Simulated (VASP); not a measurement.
# Tc (Fm-3m) in VASP: further runs, part 2 of 2

VASP 6.6.1. The steps go on from the part before.

## (4) Single point, PBE (volume scaled by 1.06)

Input file INCAR:

```
PREC = Accurate
ENCUT = 520
EDIFF = 1E-6
ISMEAR = -1
SIGMA = 0.05
LREAL = F
LASPH = T
NELM = 100
ALGO = Normal
ISIF = 2
LWAVE = F
LCHARG = T
GGA = PE
LELF = T
LVHAR = T
NBANDS = 12
```

Input file KPOINTS:

```
regular mesh
0
Gamma
  12 12 12
```

Input file POSCAR:

```
Tc
1.0
    0.0000000000      1.9882450037      1.9882450037
    1.9882450037      0.0000000000      1.9882450037
    1.9882450037      1.9882450037      0.0000000000
Tc
1
Direct
    0.0000000000      0.0000000000      0.0000000000
```

Potentials or basis: VASP PAW PBE potentials, release 64 (Tc_pv).

The run is started by

```console
$ cat potpaw_PBE.64/Tc_pv/POTCAR > POTCAR
$ mpirun -np 1 vasp_std > vasp.out
```

OUTCAR:

```text
PREC = Accurate
   ENCUT = 520
   EDIFF = 1E-6
   ISMEAR = -1
   LREAL = F
   LASPH = T
   NELM = 100
   ISIF = 2
   GGA = PE

 ion  position               nearest neighbor table
   1  0.000  0.000  0.000-

  LATTYP: Found a face centered cubic cell.
 ALAT       =     3.9764900074

  Lattice vectors:

 A1 = (   0.0000000000,   1.9882450037,   1.9882450037)
 A2 = (   1.9882450037,   0.0000000000,   1.9882450037)
 A3 = (   1.9882450037,   1.9882450037,   0.0000000000)

Analysis of symmetry for initial positions (statically):
=====================================================================
 Subroutine PRICEL returns:
 Original cell was already a primitive cell.

 Routine SETGRP: Setting up the symmetry group for a
 face centered cubic supercell.

 Subroutine GETGRP returns: Found 48 space group operations
 (whereof 48 operations were pure point group operations)
 out of a pool of 48 trial point group operations.

The static configuration has the point symmetry O_h .

Analysis of symmetry for dynamics (positions and initial velocities):
=====================================================================
 Subroutine PRICEL returns:
 Original cell was already a primitive cell.

 Routine SETGRP: Setting up the symmetry group for a
 face centered cubic supercell.

 Subroutine GETGRP returns: Found 48 space group operations
 (whereof 48 operations were pure point group operations)
 out of a pool of 48 trial point group operations.

The dynamic configuration has the point symmetry O_h .

 Subroutine INISYM returns: Found 48 space group operations
 (whereof 48 operations are pure point group operations),
 and found     1 'primitive' translations

----------------------------------------------------------------------------------------

                                     Primitive cell

  volume of cell :      15.7195

  direct lattice vectors                    reciprocal lattice vectors
     0.000000000  1.988245004  1.988245004    -0.251478062  0.251478062  0.251478062
     1.988245004  0.000000000  1.988245004     0.251478062 -0.251478062  0.251478062
     1.988245004  1.988245004  0.000000000     0.251478062  0.251478062 -0.251478062

  length of vectors
     2.811803050  2.811803050  2.811803050     0.435572780  0.435572780  0.435572780

  position of ions in fractional coordinates (direct lattice)
     0.000000000  0.000000000  0.000000000

  ion indices of the primitive-cell ions
   primitive index   ion index
                 1           1

----------------------------------------------------------------------------------------

 KPOINTS: regular mesh

Automatic generation of k-mesh.
 Grid dimensions read from file:
 generate k-points for:   12   12   12

 Generating k-lattice:

  Cartesian coordinates                     Fractional coordinates (reciprocal lattice)
    -0.020956505  0.020956505  0.020956505     0.083333333  0.000000000  0.000000000
     0.020956505 -0.020956505  0.020956505     0.000000000  0.083333333  0.000000000
     0.020956505  0.020956505 -0.020956505     0.000000000  0.000000000  0.083333333

  Length of vectors
     0.036297732  0.036297732  0.036297732

  Shift w.r.t. Gamma in fractional coordinates (k-lattice)
     0.000000000  0.000000000  0.000000000

 Subroutine IBZKPT returns following result:
 ===========================================

 Found     72 irreducible k-points:

 Following reciprocal coordinates:
            Coordinates               Weight
  0.000000  0.000000  0.000000      1.000000
  0.083333  0.000000  0.000000      8.000000
  0.166667  0.000000  0.000000      8.000000
  0.250000  0.000000  0.000000      8.000000
  0.333333  0.000000  0.000000      8.000000
  0.416667  0.000000  0.000000      8.000000
[... 16 lines left out ...]
  0.500000  0.166667  0.000000     24.000000
 -0.416667  0.166667  0.000000     24.000000
 [... further k-points ...]
   k-points           NKPTS =     72   k-points in BZ     NKDIM =     72   number of bands    NBANDS=     12
   number of dos      NEDOS =    301   number of ions     NIONS =      1
   total plane-waves  NPLWV =  13824
   dimension x,y,z NGX =    24 NGY =   24 NGZ =   24
   dimension x,y,z NGXF=    48 NGYF=   48 NGZF=   48
   ions per type =               1
   NGX,Y,Z   is equivalent  to a cutoff of  14.19, 14.19, 14.19 a.u.
   NGXF,Y,Z  is equivalent  to a cutoff of  28.38, 28.38, 28.38 a.u.
 SYSTEM =  unknown system
   PREC   = accura    normal or accurate (medium, high low for compatibility)
   ISTART =      0    job   : 0-new  1-cont  2-samecut
   ICHARG =      2    charge: 1-file 2-atom 10-const
   ISPIN  =      1    spin polarized calculation?
   LNONCOLLINEAR =      F non collinear calculations
   LSORBIT =      F    spin-orbit coupling
   LASPH  =      T    aspherical Exc in radial PAW
   ENCUT  =  520.0 eV  38.22 Ry    6.18 a.u.   5.23  5.23  5.23*2*pi/ulx,y,z
   NELM   =    100;   NELMIN=  2; NELMDL= -5     # of ELM steps
   EDIFF  = 0.1E-05   stopping-criterion for ELM
   LREAL  =      F    real-space projection
   EDIFFG = 0.1E-04   stopping-criterion for IOM
   NSW    =      0    number of steps for IOM
   IBRION =     -1    ionic relax: 0-MD 1-quasi-New 2-CG
   NFREE  =      0    steps in history (QN), initial steepest desc. (CG)
   ISIF   =      2    stress and relaxation
   ISYM   =      2    0-nonsym 1-usesym 2-fastsym
   POTIM  = 0.5000    time-step for ionic-motion
   TEBEG  =    0.0;   TEEND  =   0.0 temperature during run
   PSTRESS=    0.0 pullay stress
   NELECT =      13.0000    total number of electrons
   NUPDOWN=      -1.0000    fix difference up-down
   EMIN   =  10.00;   EMAX   =-10.00  energy-range for DOS
   EFERMI =   0.00;   METHOD = LEGACY
   ISMEAR =    -1;   SIGMA  =   0.05  broadening in eV -4-tet -1-fermi 0-gaus
   EFERMI_NEDOS =   21; number of points for ismear=-14 and -15
   IALGO  =     38    algorithm
   IMIX   =      4    mixing-type and parameters
     AMIX     =   0.40;   BMIX     =  1.00
     AMIX_MAG =   1.60;   BMIX_MAG =  1.00
  volume/ion in A,a.u.               =      15.72       106.08
  Fermi-wavevector in a.u.,A,eV,Ry     =   1.536654  2.903855 32.127506  2.361305
  Thomas-Fermi vector in A             =   2.643272
   LORBIT       =      0    0 simple, 1 ext, 2 COOP (PROOUT), +10 PAW based schemes
   GGA     = PE    functional components
   LHFCALC =     F    Hartree Fock is set to
   AEXX    =    0.0000 exact exchange contribution
   IVDW    =     0    specifies the selected vdW correction
   LEPSILON=     F    determine dielectric tensor
   LRPA    =     F    only Hartree local field effects (RPA)
 non-spin polarized calculation
  energy-cutoff  :      520.00
  volume of cell :       15.72
 maximum number of plane-waves:       444
 NGX is ok and might be reduce to    24
   NGX = 11   NGY = 11   NGZ = 11

 number of electron      12.9999999 magnetization

 Free energy of the ion-electron system (eV)
  ---------------------------------------------------
  ext. energy  EPLUGINS =         0.00000000
  ---------------------------------------------------
  free energy    TOTEN  =       -10.19857716 eV

  energy without entropy =      -10.18818875  energy(sigma->0) =      -10.19338296

 E-fermi :  11.3193     XC(G=0): -13.2535

 val. band max:       11.2833279020   @ k =  -0.4167   0.0833   0.0000
 cond. band min:      11.3193495962   @ k =   0.5000   0.2500   0.0000
 fundamental gap:      0.0360216943
 Fermi energy:        11.3192792847

 k-point     1 :       0.0000    0.0000    0.0000
  band No.  band energies     occupation
      1     -27.1859      2.00000
      2     -27.1859      2.00000
      3     -27.1859      2.00000
      4       4.1982      2.00000
      5       9.7095      2.00000
      6       9.7095      2.00000
      7       9.7095      2.00000
      8      11.9957      0.00000
      9      11.9957      0.00000
     10      25.3005      0.00000
     11      30.4373      0.00000
     12      30.4373      0.00000
[... 331 lines left out ...]
 k-point    24 :      -0.4167    0.1667    0.0000
  band No.  band energies     occupation
      1     -28.0362      2.00000
      2     -27.4838      2.00000
      3     -27.3465      2.00000
      4       7.0545      2.00000
      5       8.8317      2.00000
      6      10.2846      2.00000
      7      10.4338      2.00000
      8      13.3918      0.00000
      9      16.4493      0.00000
     10      20.7583      0.00000
     11      26.2064      0.00000
     12      28.7938      0.00000

 [... further k-points ...]

------------------------ aborting loop because EDIFF is reached ----------------------------------------

  FORCE on cell =-STRESS in cart. coord.  units (eV):
  Direction    XX          YY          ZZ          XY          YZ          ZX
  --------------------------------------------------------------------------------------
  -------------------------------------------------------------------------------------
  Total       -2.0103708     -2.0103708     -2.0103708      0.0000000      0.0000000     -0.0000000
  in kB     -204.9024058   -204.9024058   -204.9024058      0.0000000      0.0000000     -0.0000000
  external PRESSURE =    -204.9024058 kB  Pullay stress =       0.0000000 kB

 VOLUME and BASIS-vectors are now :
 -----------------------------------------------------------------------------
  energy-cutoff  :      520.00
  volume of cell :       15.72
      direct lattice vectors                 reciprocal lattice vectors
     0.000000000  1.988245004  1.988245004    -0.251478062  0.251478062  0.251478062
     1.988245004  0.000000000  1.988245004     0.251478062 -0.251478062  0.251478062
     1.988245004  1.988245004  0.000000000     0.251478062  0.251478062 -0.251478062

 POSITION                                       TOTAL-FORCE (eV/Angst)
 -----------------------------------------------------------------------------------
      0.00000      0.00000      0.00000        -0.000000      0.000000      0.000000
 -----------------------------------------------------------------------------------
    total drift:                                0.000000      0.000000     -0.000000

  FREE ENERGIE OF THE ION-ELECTRON SYSTEM (eV)
  ---------------------------------------------------
  free  energy   TOTEN  =       -10.1985771625 eV

  energy  without entropy=      -10.1881887526  energy(sigma->0) =      -10.19338296
```

OSZICAR:

```text
N       E                     dE             d eps       ncg     rms          rms(c)
DAV:   1     0.117367204978E+03    0.11737E+03   -0.76995E+03  1736   0.102E+03
DAV:   2    -0.921435496230E+01   -0.12658E+03   -0.12292E+03  1876   0.306E+02
DAV:   3    -0.109948802837E+02   -0.17805E+01   -0.17742E+01  1936   0.422E+01
DAV:   4    -0.110022176991E+02   -0.73374E-02   -0.73370E-02  1880   0.301E+00
DAV:   5    -0.110022745820E+02   -0.56883E-04   -0.56884E-04  1940   0.255E-01    0.143E+01
DAV:   6    -0.102680281695E+02    0.73425E+00   -0.10759E+00  1784   0.135E+01    0.365E+00
DAV:   7    -0.102028464899E+02    0.65182E-01   -0.12484E-01  1916   0.440E+00    0.531E-01
DAV:   8    -0.101986808058E+02    0.41657E-02   -0.52539E-03  1752   0.882E-01    0.195E-01
DAV:   9    -0.101985773932E+02    0.10341E-03   -0.24742E-04  1996   0.210E-01    0.128E-02
DAV:  10    -0.101985771625E+02    0.23065E-06   -0.60006E-06  1784   0.262E-02
   1 F= -.10198577E+02 E0= -.10193383E+02  d E =-.103884E-01
```

Wall time 10 s (1 thread of Intel Xeon Platinum 8488C (Sapphire Rapids), shared host); peak memory 0.14 GiB.

What came out:

| Quantity | Value |
| --- | --- |
| Free energy | -10.1986 eV |
| Pressure | -20.5 GPa |
| Band gap on the k mesh | none (metal or under the smearing width) |

Caveat: so large a pressure means that the cell lies far from this level's equilibrium, or that cutoff or potentials fall short.

## (5) Single point, PBE (volume scaled by 0.94)

Input file INCAR:

```
  PREC = Accurate
  ENCUT = 520
  EDIFF = 1E-6
  ISMEAR = -1
  SIGMA = 0.05
  LREAL = False
  LASPH = True
  NELM = 80
  ALGO = Normal
  ISIF = 2
  LWAVE = False
  LCHARG = False
  GGA = PE
  NBANDS = 12
```

KPOINTS is that of step 4.

Input file POSCAR:

```
Tc
1.0
    0.0000000000      1.9101929120      1.9101929120
    1.9101929120      0.0000000000      1.9101929120
    1.9101929120      1.9101929120      0.0000000000
Tc
1
Direct
    0.0000000000      0.0000000000      0.0000000000
```

The run is started by

```console
$ cat potpaw_PBE.64/Tc_pv/POTCAR > POTCAR
$ mpirun -np 1 vasp_std > vasp.out
```

Run time: 7.9 s. Hardware: 1 thread of Intel Xeon Platinum 8488C (Sapphire Rapids), shared host; peak memory 0.13 GiB.

The run converged. Its results:

| Property | Result |
| --- | --- |
| Free energy | -10.2625 eV |
| Pressure | 12.3 GPa |
| Band gap on the k mesh | none (metal or under the smearing width) |

Levels at points of the mesh, in eV from the Fermi level:
| k point | band 5 | band 6 | band 7 | band 8 | band 9 | band 10 |
| --- | --- | --- | --- | --- | --- | --- |
| (0.00, 0.00, 0.00) | -1.94 | -1.94 | -1.94 | 0.81 | 0.81 | 13.95 |
| (0.50, 0.00, 0.00) | -2.11 | -2.11 | 1.28 | 2.94 | 2.94 | 11.19 |
| (0.50, 0.50, 0.00) | -5.62 | 2.89 | 3.55 | 3.55 | 3.98 | 13.26 |

## (6) Single point, PBE (volume scaled by 1.02)

Input file INCAR:

```
PREC = Accurate
ENCUT = 520
EDIFF = 1E-6
ISMEAR = -1
SIGMA = 0.05
LREAL = F
LASPH = T
NELM = 100
ALGO = Normal
ISIF = 2
LWAVE = F
LCHARG = F
GGA = PE
NBANDS = 12
```

Input file KPOINTS:

```
Automatic mesh
0
Gamma
  12 12 12
```

Input file POSCAR:

```
Tc
1.0
    0.0000000000      1.9629142836      1.9629142836
    1.9629142836      0.0000000000      1.9629142836
    1.9629142836      1.9629142836      0.0000000000
Tc
1
Direct
    0.0000000000      0.0000000000      0.0000000000
```

Potentials or basis: VASP PAW PBE potentials, release 64 (Tc_pv).

The run is started by

```console
$ cat potpaw_PBE.64/Tc_pv/POTCAR > POTCAR
$ mpirun -np 1 vasp_std > vasp.out
```

It took 10 s on 1 thread of Intel Xeon Platinum 8488C (Sapphire Rapids), shared host; peak memory 0.14 GiB.

It converged, with:

```yaml
Free_energy: -10.2584 eV
Pressure: -11.9 GPa
Band_gap_on_the_k_mesh: none (metal or under the smearing width)
```

Levels at points of the mesh, in eV from the Fermi level:
```
           k point  band 5  band 6  band 7  band 8  band 9  band 10
(0.00, 0.00, 0.00)   -1.71   -1.71   -1.71    0.72    0.72    13.98
(0.50, 0.00, 0.00)   -1.86   -1.86    1.11    2.59    2.59    10.05
(0.50, 0.50, 0.00)   -5.00    2.54    3.12    3.12    3.60    12.65
```

## (7) Single point, RPBE, non-collinear spin, typed start

Input file INCAR:

```
SYSTEM = Tc
PREC     = Accurate       ! precision mode
ENCUT    = 520            ! plane-wave cutoff, eV
EDIFF    = 1E-6           ! SCF threshold, eV
ISMEAR   = -1             ! smearing method
SIGMA    = 0.1            ! smearing width, eV
LREAL    = .FALSE.        ! projectors in reciprocal space
LASPH    = .TRUE.         ! aspherical terms in the spheres
NELM     = 150            ! most SCF steps
ALGO     = Normal         ! electronic algorithm
ISIF     = 2              ! what is computed and relaxed
LWAVE    = .FALSE.        ! write WAVECAR
LCHARG   = .TRUE.         ! write CHGCAR
LNONCOLLINEAR= .TRUE.         ! non-collinear magnetism
MAGMOM   = 0.361 0.18 0.118 ! initial moments
LORBIT   = 11             ! projections on sites
LMAXMIX  = 4              ! l up to which the mixer works
GGA      = RP             ! functional
LVHAR    = .TRUE.       
NBANDS   = 24             ! bands
```

Input file KPOINTS:

```
regular mesh
0
G
  9 9 9
  0 0 0
```

Input file POSCAR:

```
Tc
1.0
    0.0000000000      1.9500000000      1.9500000000
    1.9500000000      0.0000000000      1.9500000000
    1.9500000000      1.9500000000      0.0000000000
Tc
1
Direct
    0.0000000000      0.0000000000      0.0000000000
```

The run is started by

```console
$ cat potpaw_PBE.64/Tc_pv/POTCAR > POTCAR
$ mpirun -np 1 vasp_ncl > vasp.out
```

Run time: 2.8 min. Hardware: 1 thread of Intel Xeon Platinum 8488C (Sapphire Rapids), shared host; peak memory 0.33 GiB.

Results (log left out):

- Free energy: -9.6757 eV
- Pressure: -3.3 GPa
- Band gap on the k mesh: none (metal or under the smearing width)
- Net moment: 0.00 μB per cell
- Valence electrons inside the program's atomic spheres: Tc 11.98

Levels at points of the mesh, in eV from the Fermi level:
```
           k point  band 12  band 13  band 14  band 15  band 16  band 17
(0.00, 0.00, 0.00)    -1.72    -1.72    -1.72     0.78     0.78     0.78
```

Moments on the atoms (μB; x, y, z):
```
Tc  0.00 0.00 0.00
```

Caveat: the PAW data sets were made with another functional, which shifts forces and pressure a little.

## (8) Summary

```csv
level,spin,cell,k mesh,smearing,gap on the mesh (eV),pressure (GPa)
PBE,off,volume scaled by 1.06,12 × 12 × 12,fermi-dirac 0.05 eV,none,-20.5
PBE,off,volume scaled by 0.98,12 × 12 × 12,fermi-dirac 0.05 eV,none,-1.1
PBE,off,volume scaled by 0.94,12 × 12 × 12,fermi-dirac 0.05 eV,none,12.3
PBE,off,volume scaled by 1.02,12 × 12 × 12,fermi-dirac 0.05 eV,none,-11.9
RPBE,"non-collinear, typed start",as given,9 × 9 × 9,fermi-dirac 0.1 eV,none,-3.3
```

Alike in all rows: task single point; potentials or basis VASP PAW PBE potentials, release 64 (Tc_pv); cutoff (eV) 520.

Caveats: so large a pressure means that the cell lies far from this level's equilibrium, or that cutoff or potentials fall short (some runs); the PAW data sets were made with another functional, which shifts forces and pressure a little (some runs).

Total energies depend on the potentials used, so only differences within one code and one set of settings carry meaning.
